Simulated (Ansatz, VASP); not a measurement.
## TaN: VASP beside Ansatz

Contents of INCAR:

```
PREC = Accurate ; ENCUT = 520
EDIFF = 1E-7 ; ISMEAR = -1
SIGMA = 0.02 ; LREAL = F
LASPH = T ; NELM = 80
ALGO = Normal ; ISIF = 2
LWAVE = F ; LCHARG = T
GGA = PS ; LELF = T
LVHAR = T ; NBANDS = 15
```

File KPOINTS:

```
regular mesh
0
Gamma
  9 9 9
```

File POSCAR:

```
TaN
1.0
    0.0000000000      2.1348965245      2.1348965245
    2.1348965245      0.0000000000      2.1348965245
    2.1348965245      2.1348965245      0.0000000000
Ta N
1 1
Direct
    0.5000000000      0.5000000000      0.5000000000
    0.0000000000      0.0000000000      0.0000000000
```

Input for Ansatz:

```yaml
crystal:
  lattice:
    - [0.0, 2.1348965245, 2.1348965245]
    - [2.1348965245, 0.0, 2.1348965245]
    - [2.1348965245, 2.1348965245, 0.0]
  atoms:
    - { symbol: Ta, position: [0.5, 0.5, 0.5] }
    - { symbol: "N", position: [0.0, 0.0, 0.0] }
kpoints:
  mp_grid: { grid: [9, 9, 9] }
scf:
  occupations: { method: fermi_dirac, width: 0.02 }
hamiltonian:
  xc: pbesol
  pseudopotentials: { kind: all_electron, lapw: { basis_error: 0.0005 } }
output:
  forces: true
  stress: true
  eigenvalues: true
```

Change from the starting cell: volume scaled by 0.9405.

Alike in both runs: task single point; functional PBEsol; k mesh 9 × 9 × 9; occupations fermi-dirac, width 0.02 eV; no spin polarisation.

|  | VASP | Ansatz |
| --- | --- | --- |
| version | VASP 6.6.1 | Ansatz 0.2.0 |
| potentials or method | VASP PAW PBE potentials, release 64 (Ta_pv, N) | all-electron LAPW, scalar-relativistic |
| plane-wave cutoff (eV) | 520 | see its input |

Ansatz gave:

| Item | Value |
| --- | --- |
| pressure (GPa) | 30.4 |

Problem. Which values does VASP return?

Solution. Pressure (GPa): 32.2.

Ansatz ran all-electron here, so the differences hold the error of VASP's frozen core and of both bases.

Caveats: so large a pressure means that the cell lies far from this level's equilibrium, or that cutoff or potentials fall short (VASP); the potentials were made for another functional, which shifts forces and pressure (VASP). Spin-orbit coupling is left out, which matters for the levels of Ta.
